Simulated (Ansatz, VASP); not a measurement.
Two plane-wave programs on Ca4F

```
CELL_PARAMETERS angstrom
0.00000 3.86170 3.86170
3.86170 0.00000 3.86170
3.86170 3.86170 0.00000
ATOMIC_POSITIONS crystal
Ca 0.37631 0.37631 0.37631
Ca 0.37631 0.37631 0.87108
Ca 0.37631 0.87108 0.37631
Ca 0.87108 0.37631 0.37631
F 0.50000 0.50000 0.50000
```

Alike in both runs: task single point; functional PBE; k mesh 4 × 4 × 4; occupations gaussian, width 0.1 eV; no spin polarisation.

|  | VASP | Ansatz |
| --- | --- | --- |
| version | VASP 6.6.1 | Ansatz 0.2.0 |
| potentials or method | VASP PAW PBE potentials, release 64 (Ca_sv, F) | scalar-relativistic, plane waves, PAW |
| plane-wave cutoff (eV) | 520 | 420 |
| valence electrons in the cell | 47 | 47 |

|  | VASP | Ansatz | Ansatz less VASP |
| --- | --- | --- | --- |
| gap on the k mesh at the Fermi level (eV) | none | none | - |
| rms of the force components (eV/Å) | 8.196 | 7.890 | -0.3060 |

Atom by atom the forces differ by 0.306 eV/Å (rms over components). A gap of «none» marks a metal or a gap that the smearing closes.

Caveats: an odd number of electrons without spin polarisation forces a metal; a magnetic or distorted state may lie lower.
